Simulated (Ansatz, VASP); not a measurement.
Cu: VASP beside Ansatz

```
CELL_PARAMETERS angstrom
-1.47553 1.47553 1.37956
1.47553 -1.47553 1.37956
1.47553 1.47553 -1.37956
ATOMIC_POSITIONS crystal
Cu 0.00000 0.00000 0.00000
```

This isn't the form of Cu at room conditions, which is fcc.

Alike in both runs: task single point; functional PBE; k mesh 32 × 32 × 32; occupations gaussian, width 0.15 eV; no spin polarisation.

|  | VASP | Ansatz |
| --- | --- | --- |
| version | VASP 6.6.1 | Ansatz 0.2.0 |
| potentials or method | VASP PAW PBE potentials, release 64 (Cu) | scalar-relativistic, plane waves, PAW |
| plane-wave cutoff (eV) | 520 | 420 |
| valence electrons in the cell | 11 | 19 |

|  | VASP | Ansatz | Ansatz less VASP |
| --- | --- | --- | --- |
| gap on the k mesh at the Fermi level (eV) | none | none | - |
| pressure (GPa) | 0.6 | 0.0 | -0.64 |
| largest component of the traceless stress (GPa) | 0.06 | 0.03 | -0.028 |

A gap of «none» marks a metal or a gap that the smearing closes. With one functional, cell and mesh, what is left measures potentials, basis and numerics. The two sets of potentials don't hold the same shells in valence.
